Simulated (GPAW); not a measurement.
Crystal: CoO.

```xyz
4
Lattice="5.1411 0.0000 0.0000 0.0000 2.5705 0.0000 0.0000 0.0000 2.5705" Properties=species:S:1:pos:R:3 pbc="T T T"
Co    0.0000    0.0000    0.0000
Co    2.5705    0.0000    0.0000
O     1.2853    1.2853    1.2853
O     3.8558    1.2853    1.2853
```

Measurements of this composition are mostly on another form, of space group No. 225.

Alike in all runs: program GPAW 26.7.0; functional PBE; potentials or basis GPAW PAW data sets (gpaw-data 1.2.1); cutoff 800 eV; basis pw; k mesh 5 × 10 × 10; occupations fermi-dirac, width 0.05 eV; hubbard terms Co d U = 1 eV.

Starts and where they ended:

```tsv
start	free energy over the lowest (meV/atom)	net moment (μB)	site or absolute moments (μB)	gap
collinear spin, random start of up to 2.38 μB	0.0	0.00	Co +2.39, -2.39; O -0.00	0.77 eV
collinear spin, antiferromagnetic start of up to 3.5 μB	0.0	0.00	Co +2.39, -2.39; O +0.00	0.77 eV
collinear spin, ferromagnetic start of up to 2 μB	105.0	6.00	Co +2.54; O +0.28	0.15 eV
collinear spin, ferromagnetic start of up to 3.5 μB	105.0	6.00	Co +2.54; O +0.28	0.15 eV
collinear spin, antiferromagnetic start of up to 2 μB	0.0	0.00	Co +2.39, -2.39; O -0.00	0.77 eV
collinear spin, ferrimagnetic start of up to 2 μB	0.0	0.00	Co +2.39, -2.39; O -0.00	0.77 eV
no spin polarisation	640.5	-	-	none (metal or under the smearing width)
```

The spin-polarised runs without a constraint all converged, yet they end up to 105 meV/atom apart: a converged run can sit in a state that isn't the lowest. Allowing spin polarisation gains 640 meV/atom. A still lower state may exist.

Caveats: the cell is far from rest, so the order of the states can change on relaxing; an odd mesh through Γ misses points on the zone boundary, where band edges often lie (some runs); U without spin polarisation on a metal has little footing (some runs).
